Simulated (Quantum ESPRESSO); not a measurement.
# PbS: single point with PBE

PbS:

```
CELL_PARAMETERS angstrom
2.11266 1.21975 3.45192
-2.11266 1.21975 3.45192
0.00000 -2.43949 3.45192
ATOMIC_POSITIONS crystal
Pb 0.98057 0.98057 0.98057
S 0.47504 0.47504 0.47504
```

The cell is a database's computed one.

| Quantity | Value |
| --- | --- |
| Program | Quantum ESPRESSO 7.5 |
| Task | single point |
| Functional | PBE |
| Potentials or basis | SSSP 1.3 efficiency PBE |
| Cutoff | 748 eV |
| Density cutoff | 5987 eV |
| k mesh | 8 × 8 × 8 |
| Occupations | fermi-dirac, width 0.05 eV |
| Spin | no spin polarisation |

```json
{
 "Pressure": "0.9 GPa",
 "Largest force": "0.021 eV/Å",
 "Band gap on the k mesh": "0.47 eV, direct"
}
```

Forces in eV/Å, atoms in the order of the input:
```
Pb   0.000  0.000 -0.021
S    0.000  0.000  0.021
```

Levels at points of the mesh, in eV from the valence-band top:
| k point | band 6 | band 7 | band 8 | band 9 | band 10 | band 11 | band 12 | band 13 | band 14 | band 15 |
| --- | --- | --- | --- | --- | --- | --- | --- | --- | --- | --- |
| (0.00, 0.00, 0.00) | -13.37 | -6.05 | -2.02 | -2.02 | -2.02 | 5.14 | 5.17 | 5.17 | 6.81 | 6.81 |
| (0.00, 0.00, -0.50) | -12.18 | -8.69 | -1.66 | -1.66 | 0.00 | 0.47 | 2.05 | 2.05 | 8.67 | 10.22 |
| (0.00, -0.50, -0.50) | -11.79 | -7.15 | -4.96 | -3.26 | -3.25 | 3.97 | 5.54 | 5.63 | 5.66 | 11.06 |
| (-0.50, -0.50, -0.50) | -12.18 | -8.68 | -1.66 | -1.66 | -0.03 | 0.50 | 2.05 | 2.05 | 8.66 | 10.22 |

It took 60 s on 1 thread of Arm Neoverse V1, with other jobs on the host, peak memory 0.26 GiB.

Caveat: spin-orbit coupling is left out, which as a rule narrows the gap of such compounds by several tenths of an eV. A k mesh can miss the band edges.
